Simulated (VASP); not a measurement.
## VASP inputs for SnTe (strained rocksalt)

INCAR

```
NBANDS = 17
ISIF = 2
SIGMA = 0.02
LASPH = .TRUE.
NELM = 120
EDIFF = 1E-7
LWAVE = .FALSE.
IBRION = -1
LREAL = .FALSE.
NSW = 0
PREC = Accurate
ISMEAR = -1
LCHARG = .FALSE.
GGA = PE
ENCUT = 520
```

KPOINTS

```
KPOINTS created by Atomic Simulation Environment
0
Gamma
8 8 8
0 0 0
```

KPOINTS_OPT

```
special points
7
Reciprocal
0.0000000000 0.0000000000 0.0000000000 1
0.5000000000 0.0000000000 0.5000000000 1
0.6250000000 0.2500000000 0.6250000000 1
0.3750000000 0.3750000000 0.7500000000 1
0.5000000000 0.5000000000 0.5000000000 1
0.5000000000 0.2500000000 0.7500000000 1
0.0000000000 0.0000000000 0.5000000000 1
```

POSCAR

```
Sn Te
 1.0000000000000000
     0.0000000000000000    3.2850102558000001    3.1814387181999999
     3.2850102558000001    0.0000000000000000    3.1814387181999999
     3.2850102558000001    3.2850102558000001    0.0000000000000000
 Sn  Te
   1   1
Cartesian
  0.0000000000000000  0.0000000000000000  0.0000000000000000
  3.2850102558000001  3.2850102558000001  3.1814387181999990
```

VASP ran with the recommended PBE PAW datasets (20 valence electrons in the cell).

Q: What does this run give?

A: gap between bands v and c 0.12 eV; least direct gap 0.12 eV; pressure -1.4 GPa.

Band v is the last that the valence electrons fill when counted band by band, and c is the next. Levels in eV from the top of v:

```json
{"point": "Γ", "v−1": "-1.71", "v": "-1.71", "c": "2.98", "c+1": "2.98"}
{"point": "X", "v−1": "-3.39", "v": "-3.04", "c": "2.63", "c+1": "4.22"}
{"point": "K", "v−1": "-2.85", "v": "-2.52", "c": "2.89", "c+1": "2.93"}
{"point": "L", "v−1": "-1.49", "v": "0.00", "c": "0.12", "c+1": "0.51"}
{"point": "W", "v−1": "-4.20", "v": "-0.82", "c": "0.88", "c+1": "4.49"}
```
